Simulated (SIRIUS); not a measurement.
## Zn: changing the choice of potentials or basis

```cif
data_structure
_symmetry_space_group_name_H-M 'P 1'
_symmetry_Int_Tables_number 1
_cell_length_a 2.6700
_cell_length_b 2.6700
_cell_length_c 4.9660
_cell_angle_alpha 90.000
_cell_angle_beta 90.000
_cell_angle_gamma 120.000
_cell_volume 30.66
loop_
_atom_site_label
_atom_site_type_symbol
_atom_site_fract_x
_atom_site_fract_y
_atom_site_fract_z
_atom_site_occupancy
Zn1 Zn 0.66667 0.33333 0.75000 1
Zn2 Zn 0.33333 0.66667 0.25000 1
```

Kept alike: task single point; functional PBE; k mesh 9 × 9 × 5; occupations fermi-dirac, width 0.05 eV; no spin polarisation. Program: SIRIUS. Cutoffs run from 557 to 1152 eV. The mesh is that of the run's cell of 2 atoms. No spin-orbit coupling.

| choice of potentials or basis | pressure (GPa) |
| --- | --- |
| GBRV 1.5 PBE (ultrasoft) | -0.51 |
| JTH 2.0 PBE (PAW) | -1.24 |
| PseudoDojo 0.4 PBE stringent (scalar relativistic) | -0.69 |
| PseudoDojo 0.4.1 PBE standard (scalar relativistic) | -0.69 |
| PseudoDojo 0.5 PBE stringent (scalar relativistic) | -0.69 |
| SSSP 1.3.0 PBE efficiency | -0.50 |
| in-house norm-conserving set, PBE (scalar relativistic) | -0.62 |

Pressure is positive in compression; the values hold the error of the finite cutoff, so their zero can differ a little from the energy's minimum. For a metal such a mesh leaves the last digits unconverged.

Q: What does the choice of potentials or basis change here?

A: The pressure runs from -1.24 (JTH 2.0 PBE (PAW)) to -0.50 GPa (SSSP 1.3.0 PBE efficiency).
